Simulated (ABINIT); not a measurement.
# In (I4/mmm) in ABINIT: single point with PBEsol

Aim: the single point of In with PBEsol.

Program: ABINIT 10.8.3 (patched build). These are calculated values, not measurements. Logs are shortened: lines on timing, memory, paths and dates and some standing lists are left out, and cuts for length are marked. The log counts tension as positive stress, the text compression.

**1. Starting point**

Symmetry: I4/mmm, No. 139, tetragonal system. Conventional cell: a = 3.251 Å, b = 3.251 Å, c = 4.947 Å, α = 90.00°, β = 90.00°, γ = 90.00°. Around In (site symmetry 4/mmm) lie 12 In at 3.25 to 3.38 Å.

**2. Single point, PBEsol**

The input, run.abi:

```
# Pseudopotentials
pp_dirpath "./"
pseudos "In.GGA_PBE-JTH.xml"

# Structure
acell 6.3814283277 6.3814283277 6.3814283277
rprim
    -0.4813488401     0.4813488401     0.7325343598
     0.4813488401    -0.4813488401     0.7325343598
     0.4813488401     0.4813488401    -0.7325343598
ntypat 1
znucl 49
natom 1
typat 1
xred
     0.0000000000     0.0000000000     0.0000000000

# Plane-wave basis
ecut 16.0
pawecutdg 32.0
pawxcdev 0

# k points
kptopt 1
ngkpt 8 8 8
nshiftk 1
shiftk 0.0 0.0 0.0

# Exchange and correlation
ixc -116133

# Bands and occupations
nband 11
occopt 3
tsmear 0.00183747

# SCF cycle
nstep 100
tolvrs 1.0e-9

# Output
iomode 3
prtwf 0
prtden 0
prteig 0
prtebands 0
enunit 2
```

Potentials or basis: JTH PAW PBE v2.0.

The run is started by

```bash
abinit run.abi > log 2>&1
```

run.abo:

```text
.Version 10.8.3 of ABINIT
 Symmetries : space group I4/m m m (#139); Bravais tI (body-center tetrag.)
================================================================================
 Values of the parameters that define the memory need of the present run
     intxc =       0    ionmov =       0      iscf =      17    lmnmax =      18
     lnmax =       6     mgfft =      24  mpssoang =       3    mqgrid =    3001
     natom =       1  nloc_mem =       2    nspden =       1   nspinor =       1
    nsppol =       1      nsym =      16    n1xccc =       1    ntypat =       1
    occopt =       3   xclevel =       2
       mpw =         552          nfft =       13824          nkpt =          59
 PAW method is used; the additional fine FFT grid is defined by:
   mgfftf=        36    nfftf =     46656
================================================================================
================================================================================

--------------------------------------------------------------------------------
------------- Echo of variables that govern the present computation ------------
--------------------------------------------------------------------------------
 -outvars: echo values of preprocessed input variables --------
            acell      6.3814283277E+00  6.3814283277E+00  6.3814283277E+00 Bohr
              amu      1.14820000E+02
             ecut      1.60000000E+01 Hartree
           enunit           2
                       outvar_i_n : Printing only first  50 k-points.
              ixc     -116133
                       outvar_i_n : Printing only first  50 k-points.
         kptrlatt        8    0    0      0    8    0      0    0    8
          kptrlen      4.91470900E+01
            natom           1
            nband          11
            ngfft          24      24      24
          ngfftdg          36      36      36
             nkpt          59
            nstep         100
             nsym          16
           ntypat           1
                       prtocc : prtvol=0, do not print more k-points.
           occopt           3
        pawecutdg      3.20000000E+01 Hartree
         pawxcdev           0
           prtden           0
        prtebands           0
           prteig           0
            prtwf           0
            rprim     -4.8134884010E-01  4.8134884010E-01  7.3253435980E-01
                       4.8134884010E-01 -4.8134884010E-01  7.3253435980E-01
                       4.8134884010E-01  4.8134884010E-01 -7.3253435980E-01
          spgroup         139
           tolvrs      1.00000000E-09
           tsmear      1.83747000E-03 Hartree
            typat      1
           useylm           1
                       outvars : Printing only first  50 k-points.
            znucl       49.00000

================================================================================

 chkinp: Checking input parameters for consistency.

================================================================================
== DATASET  1 ==================================================================

--- !DatasetInfo
iteration_state: {dtset: 1, }
dimensions: {natom: 1, nkpt: 59, mband: 11, nsppol: 1, nspinor: 1, nspden: 1, mpw: 552, }
cutoff_energies: {ecut:  16.0, pawecutdg:  32.0, }
electrons: {nelect:   1.30000000E+01, charge:   0.00000000E+00, occopt:   3.00000000E+00, tsmear:   1.83747000E-03, }
meta: {optdriver: 0, ionmov: 0, optcell: 0, iscf: 17, paral_kgb: 0, }
...

 Real(R)+Recip(G) space primitive vectors, cartesian coordinates (Bohr,Bohr^-1):
 R(1)= -3.0716931  3.0716931  4.6746155  G(1)=  0.0000000  0.1627767  0.1069607
 R(2)=  3.0716931 -3.0716931  4.6746155  G(2)=  0.1627767  0.0000000  0.1069607
 R(3)=  3.0716931  3.0716931 -4.6746155  G(3)=  0.1627767  0.1627767  0.0000000
 Unit cell volume ucvol=  1.7642557E+02 bohr^3
 Angles (23,13,12)=  1.22452932E+02  1.22452932E+02  8.58014374E+01 degrees

 Coarse grid specifications (used for wave-functions):

 getcut: wavevector=  0.0000  0.0000  0.0000  ngfft=  24  24  24
         ecut(hartree)=     16.000   => boxcut(ratio)=   2.09268

 Fine grid specifications (used for densities):

 getcut: wavevector=  0.0000  0.0000  0.0000  ngfft=  36  36  36
         ecut(hartree)=     32.000   => boxcut(ratio)=   2.21696

 getcut : COMMENT -
  Note that boxcut > 2.2 ; recall that boxcut=Gcut(box)/Gcut(sphere) = 2
  is sufficient for exact treatment of convolution.
  Such a large boxcut is a waste : you could raise ecut
  e.g. ecut=   39.319287 Hartrees makes boxcut=2

--- Pseudopotential description ------------------------------------------------
- pspini: atom type   1  psp file is ./In.GGA_PBE-JTH.xml
 Pseudopotential format is: paw10
 basis_size (lnmax)=  6 (lmn_size= 18), orbitals=   0   0   1   1   2   2
 Spheres core radius: rc_sph= 2.50644782
 Shapefunction is BESSEL type: shapef(r,l)=aa(1,l)*jl(q(1,l)*r)+aa(2,l)*jl(q(2,l)*r)
 Radius for shape functions =  1.40569481
 Compensation charge density is not taken into account in XC energy/potential

   3.33414307E+02                                ecore*ucvol(ha*bohr**3)
--------------------------------------------------------------------------------

================================================================================

--- !BeginCycle
iteration_state: {dtset: 1, }
solver: {iscf: 17, nstep: 100, nline: 4, wfoptalg: 10, }
tolerances: {tolvrs: 1.00E-09, }
...

     iter   Etot(hartree)      deltaE(h)  residm     nres2
 ETOT  1  -58.013550229211    -5.801E+01 1.947E-01 8.701E-01
 ETOT  2  -58.037096714923    -2.355E-02 2.112E-02 2.414E-01
 ETOT  3  -58.037059082053     3.763E-05 5.236E-04 5.443E-02
 ETOT  4  -58.037047231697     1.185E-05 8.944E-04 6.588E-04
 ETOT  5  -58.037046667293     5.644E-07 1.010E-04 2.408E-05
 ETOT  6  -58.037046674976    -7.682E-09 6.048E-05 7.095E-07
 ETOT  7  -58.037046675041    -6.555E-11 7.708E-05 1.553E-08
 ETOT  8  -58.037046675031     9.862E-12 4.499E-05 1.062E-09
 ETOT  9  -58.037046675030     1.087E-12 3.968E-05 8.835E-11

 At SCF step    9       nres2   =  8.84E-11 < tolvrs=  1.00E-09 =>converged.

 Cartesian components of stress tensor (hartree/bohr^3)
  sigma(1 1)=  1.09154782E-04  sigma(3 2)=  0.00000000E+00
  sigma(2 2)=  1.09154782E-04  sigma(3 1)=  0.00000000E+00
  sigma(3 3)= -2.41679885E-05  sigma(2 1)=  0.00000000E+00

--- !ResultsGS
iteration_state: {dtset: 1, }
comment   : Summary of ground state results
lattice_vectors:
- [ -3.0716931,   3.0716931,   4.6746155, ]
- [  3.0716931,  -3.0716931,   4.6746155, ]
- [  3.0716931,   3.0716931,  -4.6746155, ]
lattice_lengths: [   6.38143,    6.38143,    6.38143, ]
lattice_angles: [122.453, 122.453,  85.801, ] # degrees, (23, 13, 12)
lattice_volume:   1.7642557E+02
convergence: {deltae:  1.087E-12, res2:  8.835E-11, residm:  3.968E-05, diffor: null, }
etotal    :  -5.80370467E+01
entropy   :   0.00000000E+00
fermie    :   2.11627397E-01
cartesian_stress_tensor: # hartree/bohr^3
- [  1.09154782E-04,   0.00000000E+00,   0.00000000E+00, ]
- [  0.00000000E+00,   1.09154782E-04,   0.00000000E+00, ]
- [  0.00000000E+00,   0.00000000E+00,  -2.41679885E-05, ]
pressure_GPa:  -1.9039E+00
xred      :
- [  0.0000E+00,   0.0000E+00,   0.0000E+00, In]
cartesian_forces: # hartree/bohr
- [ -0.00000000E+00,  -0.00000000E+00,  -0.00000000E+00, ]
force_length_stats: {min:   0.00000000E+00, max:   0.00000000E+00, mean:   0.00000000E+00, }
...

 Integrated electronic density in atomic spheres:
 ------------------------------------------------
 Atom  Sphere_radius  Integrated_density
    1        2.50645         11.12284167

================================================================================

 ----iterations are completed or convergence reached----

 Mean square residual over all n,k,spin=   14.445E-08; max=  39.680E-06
 reduced coordinates (array xred) for    1 atoms
       0.000000000000      0.000000000000      0.000000000000
 rms dE/dt=  0.0000E+00; max dE/dt=  0.0000E+00; dE/dt below (all hartree)
    1       0.000000000000      0.000000000000      0.000000000000

 cartesian coordinates (angstrom) at end:
    1      0.00000000000000     0.00000000000000     0.00000000000000

 cartesian forces (hartree/bohr) at end:
    1     -0.00000000000000    -0.00000000000000    -0.00000000000000
 frms,max,avg= 0.0000000E+00 0.0000000E+00   0.000E+00  0.000E+00  0.000E+00 h/b

 cartesian forces (eV/Angstrom) at end:
    1     -0.00000000000000    -0.00000000000000    -0.00000000000000
 frms,max,avg= 0.0000000E+00 0.0000000E+00   0.000E+00  0.000E+00  0.000E+00 e/A
 length scales=  6.381428327700  6.381428327700  6.381428327700 bohr
              =  3.376906441739  3.376906441739  3.376906441739 angstroms
 Fermi (or HOMO) energy (hartree) =   0.21163   Average Vxc (hartree)=  -0.38223
 Eigenvalues (hartree) for nkpt=  59  k points:
 kpt#   1, nband= 11, wtk=  0.00195, kpt=  0.0000  0.0000  0.0000 (reduced coord)
  -0.32713   -0.32309   -0.32309   -0.32006   -0.31627   -0.14220    0.59606    0.59606
   0.60223    0.63810    0.72387
      occupation numbers for kpt#   1
   2.00000    2.00000    2.00000    2.00000    2.00000    2.00000    0.00000    0.00000
   0.00000    0.00000    0.00000
 prteigrs : prtvol=0 or 1, do not print more k-points.

 Fermi (or HOMO) energy (eV) =   5.75867   Average Vxc (eV)= -10.40093
 Eigenvalues (   eV  ) for nkpt=  59  k points:
 kpt#   1, nband= 11, wtk=  0.00195, kpt=  0.0000  0.0000  0.0000 (reduced coord)
  -8.90174   -8.79164   -8.79164   -8.70925   -8.60614   -3.86947   16.21950   16.21950
  16.38755   17.36370   19.69753
 prteigrs : prtvol=0 or 1, do not print more k-points.

--- !EnergyTerms
iteration_state     : {dtset: 1, }
comment             : Components of total free energy in Hartree
kinetic             :  1.39758107119618E+01
hartree             :  1.89546777671754E+01
xc                  : -7.49342268050929E+00
Ewald energy        : -4.35099901316838E+01
psp_core            :  1.88982979887345E+00
local_psp           : -5.28720759053533E+01
PAW spherical_terms :  1.10182589200802E+01
internal            : -5.80369115194555E+01
'-kT*entropy'       : -1.35241666933778E-04
total_energy        : -5.80370467611225E+01
total_energy_eV     : -1.57926849599296E+03
...

--- !EnergyTermsDC
iteration_state     : {dtset: 1, }
comment             : '"Double-counting" decomposition of free energy'
band_energy         : -2.99887616358573E+00
Ewald energy        : -4.35099901316838E+01
psp_core            :  1.88982979887345E+00
xc_dc               : -2.17246423667265E+01
PAW spherical_terms :  8.30676742975916E+00
internal            : -5.80369114333634E+01
'-kT*entropy'       : -1.35241666933778E-04
total_energy_dc     : -5.80370466750303E+01
total_energy_dc_eV  : -1.57926849365028E+03
...

--- !EnergyTermsWithPAWCore
iteration_state     : {dtset: 1, }
comment             : 'Components of total free energy, including PAW core contributions'
Total energy        : -5.87906647797093E+03
Total energy DC     : -5.87906647788483E+03
Total energy (eV)   : -1.59977548697866E+05
Total energy DC (eV): -1.59977548695523E+05
...

 Cartesian components of stress tensor (hartree/bohr^3)
  sigma(1 1)=  1.09154782E-04  sigma(3 2)=  0.00000000E+00
  sigma(2 2)=  1.09154782E-04  sigma(3 1)=  0.00000000E+00
  sigma(3 3)= -2.41679885E-05  sigma(2 1)=  0.00000000E+00

-Cartesian components of stress tensor (GPa)         [Pressure= -1.9039E+00 GPa]
- sigma(1 1)=  3.21144457E+00  sigma(3 2)=  0.00000000E+00
- sigma(2 2)=  3.21144457E+00  sigma(3 1)=  0.00000000E+00
- sigma(3 3)= -7.11046770E-01  sigma(2 1)=  0.00000000E+00

== END DATASET(S) ==============================================================
================================================================================

 -outvars: echo values of variables after computation  --------
            acell      6.3814283277E+00  6.3814283277E+00  6.3814283277E+00 Bohr
           etotal     -5.8037046675E+01
            fcart     -0.0000000000E+00 -0.0000000000E+00 -0.0000000000E+00
            rprim     -4.8134884010E-01  4.8134884010E-01  7.3253435980E-01
                       4.8134884010E-01 -4.8134884010E-01  7.3253435980E-01
                       4.8134884010E-01  4.8134884010E-01 -7.3253435980E-01
           strten      1.0915478238E-04  1.0915478238E-04 -2.4167988488E-05
                       0.0000000000E+00  0.0000000000E+00  0.0000000000E+00
 Calculation completed.
```

Wall time 12 s (1 thread of Arm Neoverse V1, shared host); peak memory 0.09 GiB.

Results:

```
Free energy                                           : -1579.2685 eV
Band gap on the k mesh                                : none (metal or under the smearing width)
Valence electrons inside the program's atomic spheres : In 11.12 (radii [1.3264] Å)
```

Caveat: the cutoff is too short for stress, so the log's stress isn't used; the PAW data sets were made with another functional, which shifts forces and pressure a little.
